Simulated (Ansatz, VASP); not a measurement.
## Two plane-wave programs on Au

Contents of INCAR:

```
PREC     = Accurate       # precision mode
ENCUT    = 520            # plane-wave cutoff, eV
EDIFF    = 1E-6           # SCF threshold, eV
ISMEAR   = -1             # smearing method
SIGMA    = 0.1            # smearing width, eV
LREAL    = F              # projectors in reciprocal space
LASPH    = T              # aspherical terms in the spheres
NELM     = 80             # most SCF steps
ALGO     = Normal         # electronic algorithm
ISIF     = 2              # what is computed and relaxed
LWAVE    = F              # write WAVECAR
LCHARG   = F              # write CHGCAR
GGA      = CA             # functional
NBANDS   = 12             # bands
```

KPOINTS

```
Automatic mesh
0
Gamma
  15 15 15
```

POSCAR

```
Au
1.0
   -1.6277662917      1.6277662917      1.6277662917
    1.6277662917     -1.6277662917      1.6277662917
    1.6277662917      1.6277662917     -1.6277662917
Au
1
Direct
    0.0000000000      0.0000000000      0.0000000000
```

Input for Ansatz:

```yaml
crystal:
  lattice:
    - [-1.6277662917, 1.6277662917, 1.6277662917]
    - [1.6277662917, -1.6277662917, 1.6277662917]
    - [1.6277662917, 1.6277662917, -1.6277662917]
  atoms:
    - { symbol: Au, position: [0.0, 0.0, 0.0] }
hamiltonian:
  xc: lda
  pseudopotentials:
    kind: paw
    azcp:
      Au: "pseudopotentials/Au.paw.azcp"
basis:
  ecutwfc: 420
  fft_grid_basis: typed
kpoints:
  mp_grid: { grid: [15, 15, 15], shift: [0, 0, 0] }
magnetization:
  spin_polarized: false
scf:
  occupations: { method: fermi_dirac, width: 0.1 }
  lower_state_search: "off"
output:
  stress: true
```

Alike in both runs: task single point; functional LDA; k mesh 15 × 15 × 15; occupations fermi-dirac, width 0.1 eV; no spin polarisation.

|  | VASP | Ansatz |
| --- | --- | --- |
| version | VASP 6.6.1 | Ansatz 0.2.0 |
| potentials or method | VASP PAW LDA potentials, release 64 (Au) | plane waves (420 eV) with PAW, scalar-relativistic |
| plane-wave cutoff (eV) | 520 | 420 |
| valence electrons in the cell | 11 | 19 |

VASP gave:

```
pressure (GPa) : -5.8
```

Task: What did Ansatz give for the same quantities?

Result: Pressure (GPa): -6.3.

The two sets of potentials don't hold the same shells in valence. Ansatz warned: «pseudo_functional_mismatch».

The runs have no spin-orbit coupling, so splittings on Au are missing.
